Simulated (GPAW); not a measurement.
# SnTe (Fm-3m) in GPAW: a series of runs

One crystal, SnTe, is run at these levels: PBE, AM05, revPBE+D3; tasks: equation of state, band structure.

Program: GPAW 26.7.0. These are calculated values, not measurements. Logs are shortened: lines on timing, memory, paths and dates and some standing lists are left out, and cuts for length are marked. The log counts tension as positive stress, the text compression.

**Measured values to compare with.**

From a printed reference work, textbook, for a bulk crystal of SnTe at 300 K: band gap 0.18 eV (direct).

The results are compared with them further down.

## (1) The crystal as given

The structure is cubic, space group Fm-3m (No. 225). The conventional cell has a = 6.302 Å, b = 6.302 Å, c = 6.302 Å, α = 90.00°, β = 90.00°, γ = 90.00°. Te (site symmetry m-3m) is surrounded by 6 Sn at 3.15 Å. Around Sn (site symmetry m-3m) lie 6 Te at 3.15 Å.

## (2) Equation of state, PBE

The input, run.py:

```python
from ase.eos import EquationOfState
from ase.io import Trajectory, read
from ase.units import GPa
from gpaw import GPAW, PW

atoms = read('POSCAR')

traj = Trajectory('eos.traj', 'w')
volumes, energies = [], []
for x in [0.94, 0.96, 0.98, 1.0, 1.02, 1.04, 1.06]:
    a = atoms.copy()
    a.set_cell(atoms.cell * x**(1 / 3), scale_atoms=True)
    calc = GPAW(mode=PW(600),
                xc='PBE',
                kpts={'size': (6, 6, 6), 'gamma': True},
                occupations={'name': 'fermi-dirac', 'width': 0.05},
                nbands=19,
                convergence={'density': 1e-05, 'energy': 1e-05},
                maxiter=150,
                txt=f'eos-{x:.2f}.txt')
    a.calc = calc
    energies.append(a.get_potential_energy(force_consistent=True))
    volumes.append(a.get_volume())
    p = -a.get_stress()[:3].mean() / GPa
    calc.write(f'eos-{x:.2f}.gpw')
    traj.write(a)
    print(f'{x:.2f} {volumes[-1]:10.4f} A^3 {energies[-1]:14.6f} eV {p:9.3f} GPa', flush=True)

v0, e0, B = EquationOfState(volumes, energies, eos='birchmurnaghan').fit()
print(f'V0 = {v0:.4f} A^3, E0 = {e0:.6f} eV, B0 = {B / GPa:.2f} GPa')
```

The input, POSCAR:

```
SnTe
1.0
    0.0000000000      3.1508500000      3.1508500000
    3.1508500000      0.0000000000      3.1508500000
    3.1508500000      3.1508500000      0.0000000000
Te Sn
1 1
Direct
    0.5000000000      0.5000000000      0.5000000000
    0.0000000000      0.0000000000      0.0000000000
```

Potentials or basis: GPAW PAW data sets (gpaw-data 1.2.1), pw.

Launch:

```
OMP_NUM_THREADS=1 python run.py
```

Standard output:

```text
__  _  _
 | _ |_)|_||  |
 |__||  | ||/\| - 26.7.0

Input parameters:
  mode=PW(ecut=600.0),
  convergence={'density': 1e-05, 'energy': 1e-05},
  kpts=MonkhorstPack(size=(6, 6, 6), gamma=True),
  maxiter=150,
  nbands=19,
  occupations=Occupations(name='fermi-dirac', width=0.05),
  xc=XC(name='PBE')

Diagonalizing LCAO Hamiltonian
Converting LCAO to pw mode

                Te

       Sn

Atoms  # Å, Bohr magnetons
|   | symbol |        x |        y |        z |    initial magnetic moments |
|---|--------|----------|----------|----------|-----------------------------|
| 0 |     Te | 3.108266 | 3.108266 | 3.108266 | ( 0.0000,  0.0000,  0.0000) |
| 1 |     Sn | 0.000000 | 0.000000 | 0.000000 | ( 0.0000,  0.0000,  0.0000) |

Unit cell  # Å
| periodic |        x |        y |        z |  lengths |    angles |
|----------|----------|----------|----------|----------|-----------|
|      yes | 0.000000 | 3.108266 | 3.108266 | 4.395752 | 60.000000 |
|      yes | 3.108266 | 0.000000 | 3.108266 | 4.395752 | 60.000000 |
|      yes | 3.108266 | 3.108266 | 0.000000 | 4.395752 | 60.000000 |

Number of symmetries: 48
Symmetry operations  # r_c * U_cc + t_c -> r_c
|    | kind |            matrix            |
|----|------|------------------------------|
|  0 |  σ   |  1, 0, 0,  1, 0,-1,  1,-1, 0 |
|  1 |  C2  |  1, 0, 0,  1,-1, 0,  1, 0,-1 |
|  2 |  E   |  1, 0, 0,  0, 1, 0,  0, 0, 1 |
|  3 |  σ   |  1, 0, 0,  0, 0, 1,  0, 1, 0 |
|  4 |  C4  |  1, 0,-1,  1, 0, 0,  1,-1, 0 |
|  5 |  S6  |  1, 0,-1,  1,-1, 0,  1, 0, 0 |
|  6 |  σ   |  1, 0,-1,  0, 1,-1,  0, 0,-1 |
|  7 |  C3  |  1, 0,-1,  0, 0,-1,  0, 1,-1 |
|  8 |  S6  |  1,-1, 0,  1, 0, 0,  1, 0,-1 |
|  9 |  C4  |  1,-1, 0,  1, 0,-1,  1, 0, 0 |
| 10 |  C3  |  1,-1, 0,  0,-1, 1,  0,-1, 0 |
| 11 |  σ   |  1,-1, 0,  0,-1, 0,  0,-1, 1 |
| 12 |  σ   |  0, 1, 0,  1, 0, 0,  0, 0, 1 |
| 13 |  C4  |  0, 1, 0,  0, 1,-1, -1, 1, 0 |
| 14 |  C3  |  0, 1, 0,  0, 0, 1,  1, 0, 0 |
| 15 |  S6  |  0, 1, 0, -1, 1, 0,  0, 1,-1 |
| 16 |  C2  |  0, 1,-1,  1, 0,-1,  0, 0,-1 |
| 17 |  σ   |  0, 1,-1,  0, 1, 0, -1, 1, 0 |
| 18 |  S4  |  0, 1,-1,  0, 0,-1,  1, 0,-1 |
| 19 |  C4  |  0, 1,-1, -1, 1, 0,  0, 1, 0 |
| 20 |  C3  |  0, 0, 1,  1, 0, 0,  0, 1, 0 |
| 21 |  σ   |  0, 0, 1,  0, 1, 0,  1, 0, 0 |
| 22 |  S6  |  0, 0, 1,  0,-1, 1, -1, 0, 1 |
| 23 |  C4  |  0, 0, 1, -1, 0, 1,  0,-1, 1 |
| 24 |  S4  |  0, 0,-1,  1, 0,-1,  0, 1,-1 |
| 25 |  C3  |  0, 0,-1,  0, 1,-1,  1, 0,-1 |
| 26 |  C2  |  0, 0,-1,  0,-1, 0, -1, 0, 0 |
| 27 |  S6  |  0, 0,-1, -1, 0, 0,  0,-1, 0 |
| 28 |  S4  |  0,-1, 1,  1,-1, 0,  0,-1, 0 |
| 29 |  C4  |  0,-1, 1,  0, 0, 1, -1, 0, 1 |
| 30 |  C2  |  0,-1, 1,  0,-1, 0,  1,-1, 0 |
| 31 |  σ   |  0,-1, 1, -1, 0, 1,  0, 0, 1 |
| 32 |  C3  |  0,-1, 0,  1,-1, 0,  0,-1, 1 |
| 33 |  S6  |  0,-1, 0,  0, 0,-1, -1, 0, 0 |
| 34 |  S4  |  0,-1, 0,  0,-1, 1,  1,-1, 0 |
| 35 |  C2  |  0,-1, 0, -1, 0, 0,  0, 0,-1 |
| 36 |  C2  | -1, 1, 0,  0, 1, 0,  0, 1,-1 |
| 37 |  S6  | -1, 1, 0,  0, 1,-1,  0, 1, 0 |
| 38 |  S4  | -1, 1, 0, -1, 0, 1, -1, 0, 0 |
| 39 |  C3  | -1, 1, 0, -1, 0, 0, -1, 0, 1 |
| 40 |  S6  | -1, 0, 1,  0, 0, 1,  0,-1, 1 |
| 41 |  C2  | -1, 0, 1,  0,-1, 1,  0, 0, 1 |
| 42 |  C3  | -1, 0, 1, -1, 1, 0, -1, 0, 0 |
| 43 |  S4  | -1, 0, 1, -1, 0, 0, -1, 1, 0 |
| 44 |  C2  | -1, 0, 0,  0, 0,-1,  0,-1, 0 |
| 45 |  i   | -1, 0, 0,  0,-1, 0,  0, 0,-1 |
| 46 |  σ   | -1, 0, 0, -1, 1, 0, -1, 0, 1 |
| 47 |  C2  | -1, 0, 0, -1, 0, 1, -1, 1, 0 |

BZ-sampling:
  Number of BZ points: 216
  Number of IBZ points: 16

  Monkhorst-Pack size: [6, 6, 6]
  Monkhorst-Pack shift: [0.08333333333333333, 0.08333333333333333, 0.08333333333333333]

K-points  # in reciprocal-cell coordinates
|     |                                coordinates |     weight |
|-----|--------------------------------------------|------------|
|   0 | (  0.00000000,   0.00000000,   0.00000000) | 0.00462963 |
|   1 | (  0.16666667,   0.16666667,   0.00000000) | 0.02777778 |
|   2 | (  0.16666667,   0.16666667,   0.16666667) | 0.03703704 |
|   3 | (  0.33333333,   0.16666667,   0.16666667) | 0.05555556 |
|   4 | (  0.33333333,   0.33333333,  -0.33333333) | 0.05555556 |
|   5 | (  0.33333333,   0.33333333,   0.00000000) | 0.02777778 |
|   6 | (  0.33333333,   0.33333333,   0.16666667) | 0.11111111 |
|   7 | (  0.33333333,   0.33333333,   0.33333333) | 0.03703704 |
|   8 | (  0.50000000,   0.33333333,  -0.33333333) | 0.11111111 |
|   9 | (  0.50000000,   0.33333333,  -0.16666667) | 0.05555556 |
| ... |                                            |            |
|  15 | (  0.50000000,   0.50000000,   0.50000000) | 0.01851852 |

Plane wave coefficients: 2044
Cutoff: 600.0 eV

Spin-components: 1 (collinear spins)
Bands:           19
Projectors:      11
Spin-degeneracy: 2
Datatype:        complex128

Parallelization:
  kpt:    1
  domain: 1
  band:   1

Density:
  Valence electrons: 20.0
  Components: 1
  Grid points: [25 25 25]
  Charge: 0.0  # |e|

Potential:
  Grid points: [25 25 25]

species:
  Te:
    name:    Tellurium
    Z:       52.0
    valence: 6
    core:    46
    charge:  0.0  # [|e|]
    compensation charges:
      type: gauss
      rc: 0.36  # [Å]
      lmax: 2
    cutoffs:
      filter: 2.09  # [Å]
      core: 3.17  # [Å]
    projectors
    | kind |    occ | energy [eV] | rcut [Å] |
    |------|--------|-------------|----------|
    |   5s |  2.000 |     -15.089 |    1.180 |
    |   5p |  4.000 |      -5.955 |    1.196 |
    |    s |        |      12.123 |    1.180 |
    |    p |        |      21.256 |    1.196 |
    |    d |        |       0.000 |    1.238 |

    Using partial waves for Te as LCAO basis

  Sn:
    name:    Tin
    Z:       50.0
    valence: 14
    core:    36
    charge:  0.0  # [|e|]
    compensation charges:
      type: gauss
      rc: 0.38  # [Å]
      lmax: 2
    cutoffs:
      filter: 2.23  # [Å]
      core: 2.35  # [Å]
    projectors
    | kind |    occ | energy [eV] | rcut [Å] |
    |------|--------|-------------|----------|
    |   5s |  2.000 |     -10.538 |    1.201 |
    |   5p |  2.000 |      -3.696 |    1.270 |
    |   4d | 10.000 |     -25.845 |    1.185 |
    |    s |        |      16.674 |    1.201 |
    |    p |        |      23.515 |    1.270 |
    |    d |        |       1.367 |    1.185 |

    Using partial waves for Sn as LCAO basis

Reference energy: -352801.376741  # eV

eigensolver:
  PPCG
  Converge bands: occupied
  niter=2

density mixing:
  MSR1-Mixer
  Pratt-step length: 0.05
  Maximum mixing coefficient: 0.75
  Old densities: 10
  SVD Regularization: 0.005
  Good broyden scale: 1.0
  Trust region scale: 1.0
  Backstep threshold: 4.0
  History deletion threshold: 6.0
  Fourier metric: weight=20.0, sigma=0.015

occupation numbers:
  Fermi-Dirac:
    width: 0.0500  # eV

poisson solver:
  ecut: 4800.0  # eV

xc functional:
  name: PBE with 2 nearest neighbor stencil

convergence criteria:
- Maximum integral of absolute [dens]ity change: 1e-05 electrons / valence electron
- Maximum [total energy] change in last 3 cyles: 1e-05 eV / valence electron
- Maximum integral of absolute [eigenst]ate change: 4e-08 eV^2 / valence electron
maximum number of iterations: 150

SCF iterations
|iter     | |      energy | eigst |  dens |
|---------|-|-------------|-------|-------|
|iter:   1| |   -7.789482 | -0.09 |       |
|iter:   2| |   -7.786005 | -2.30 | -1.51 |
|iter:   3| |   -7.763221 | -2.74 | -1.54 |
|iter:   4| |   -7.764340 | -3.84 | -2.12 |
|iter:   5| |   -7.764525 | -4.75 | -2.64 |
|iter:   6| |   -7.764537c| -6.22 | -3.29 |
|iter:   7| |   -7.764538c| -7.63c| -4.20 |
|iter:   8| |   -7.764538c| -7.71c| -4.82 |
|iter:   9| |   -7.764538c| -8.18c| -5.91c|

Converged in 9 steps
Energy contributions relative to reference atoms: (reference = -352801.376741)

Energy contributions:
  Kinetic:          18.197017
  Coulomb:         -17.561124
  Zero:              0.145510
  External:          0.000000
  Xc:               -8.545215
  Entropy:          -0.001452
  Spinorbit:         0.000000
  ----------------------------
  Free energy:      -7.765263
  Extrapolated:     -7.764538

dipole moment: (-21.085355, -21.085355, -21.085355)  # |e|*Ang

Fermi level: 7.048
Eigenvalues  # (at kpt = [0.000, 0.000, 0.000])
| band index |      eig [eV] | occ [0-2] |
|------------|---------------|-----------|
|          0 |       -14.964 |     2.000 |
|        ... |               |           |
|          2 |       -14.954 |     2.000 |
|          3 |       -14.954 |     2.000 |
|          4 |       -14.954 |     2.000 |
|          5 |        -6.139 |     2.000 |
|          6 |         2.470 |     2.000 |
|          7 |         4.695 |     2.000 |
|          8 |         4.695 |     2.000 |
|          9 |         4.695 |     2.000 |
|         10 |        10.390 |     0.000 |
|         11 |        10.390 |     0.000 |
|         12 |        10.390 |     0.000 |
|         13 |        11.662 |     0.000 |
|         14 |        11.662 |     0.000 |
|         15 |        11.662 |     0.000 |
|         16 |        13.685 |     0.000 |
|         17 |        13.906 |     0.000 |
|         18 |        13.906 |     0.000 |

Gap: 0.234 eV
Transition (v -> c):
  (s=0, k=15, n=9, [0.50, 0.50, 0.50]) -> (s=0, k=15, n=10, [0.50, 0.50, 0.50])
No difference between direct/indirect transitions

Stress tensor  # eV/Ang^3
|         x |         y |         z |
|-----------|-----------|-----------|
| -0.026410 | -0.000000 | -0.000000 |
| -0.000000 | -0.026410 |  0.000000 |
| -0.000000 |  0.000000 | -0.026410 |

# Writing to eos-0.96.gpw (mode='')
```

Run time: 48 s. Hardware: 1 thread of Intel Xeon 6975P-C (Granite Rapids), shared host; peak memory 0.28 GiB.

What came out:

```yaml
Equilibrium_volume: 32.74 Å³/atom
Bulk_modulus: 40 GPa
Pressure_derivative_of_the_bulk_modulus: 4.9
```

Energy against volume, from the lowest point:
| volume (Å³/atom) | energy (meV/atom) |
| --- | --- |
| 29.404 | 51.92 |
| 30.030 | 32.82 |
| 30.656 | 18.59 |
| 31.281 | 8.67 |
| 31.907 | 2.62 |
| 32.532 | 0.00 |
| 33.158 | 0.48 |

(Part 1 of 3 ends here.)
